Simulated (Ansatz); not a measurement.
# ScAl: the cost of one run

Method: DFT PBEsol, scalar-relativistic, plane waves, PAW, in Ansatz 0.2.0.

1 further run of the same task is left out (set aside as unsound or not needed).

## 1. Starting point

Symmetry: Pm-3m, No. 221, cubic system. Conventional cell: a = 3.344 Å, b = 3.344 Å, c = 3.344 Å, α = 90.00°, β = 90.00°, γ = 90.00°. Sc (site symmetry m-3m) has 8 Al at 2.90 Å as nearest neighbours. Al (site symmetry m-3m) is surrounded by 8 Sc at 2.90 Å.

Structure file:

```cif
data_structure
_symmetry_space_group_name_H-M 'P 1'
_symmetry_Int_Tables_number 1
_cell_length_a 3.3444
_cell_length_b 3.3444
_cell_length_c 3.3444
_cell_angle_alpha 90.000
_cell_angle_beta 90.000
_cell_angle_gamma 90.000
_cell_volume 37.41
loop_
_atom_site_label
_atom_site_type_symbol
_atom_site_fract_x
_atom_site_fract_y
_atom_site_fract_z
_atom_site_occupancy
Sc1 Sc 0.50000 0.50000 0.50000 1
Al1 Al 0.00000 0.00000 0.00000 1
```

It goes back to an entry of the Materials Project, which need not be the stable form.

It is the result of an earlier relaxation at this level (volume 18.70 Å³/atom; gap on the mesh: none (metal)).

## 2. Electronic structure at the relaxed geometry

File input.yaml:

```yaml
crystal:
  lattice:
    - [3.3444038945, 0.0, 0.0]
    - [0.0, 3.3444038945, 0.0]
    - [0.0, 0.0, 3.3444038945]
  atoms:
    - { symbol: Sc, position: [0.5, 0.5, 0.5] }
    - { symbol: Al, position: [0.0, 0.0, 0.0] }
basis:
  ecutwfc: 420
kpoints:
  mp_grid: { grid: [12, 12, 12] }
  band_path:
    path:
      - [[0.0, 0.0, 0.0], [0.0, 0.5, 0.0], [0.5, 0.5, 0.0], [0.0, 0.0, 0.0], [0.5, 0.5, 0.5], [0.0, 0.5, 0.0]]
      - [[0.5, 0.5, 0.5], [0.5, 0.5, 0.0]]
    npoints: 14
hamiltonian:
  xc: pbesol
scf:
  occupations: { method: gaussian, width: 0.1 }
  n_extra_bands: 6
output:
  forces: true
  stress: true
  eigenvalues: true
  populations: true
  dos: { projected: true, de: 0.02, nscf_kmesh: { grid: [18, 18, 18] } }
  bader: true
  write_density: true
  write_potential: true
  elf: true
  volumetric_format: npy
```

On the command line:

```bash
$ ansatz run input.yaml --threads 1 --pin off --max-ram 2560MiB --backend cpu --events-out ev --progress --plain --runs-dir out
```

What time and memory should one allow on 1 thread of Arm Neoverse V2, shared host?

About 13 s, with a peak of 0.33 GiB.
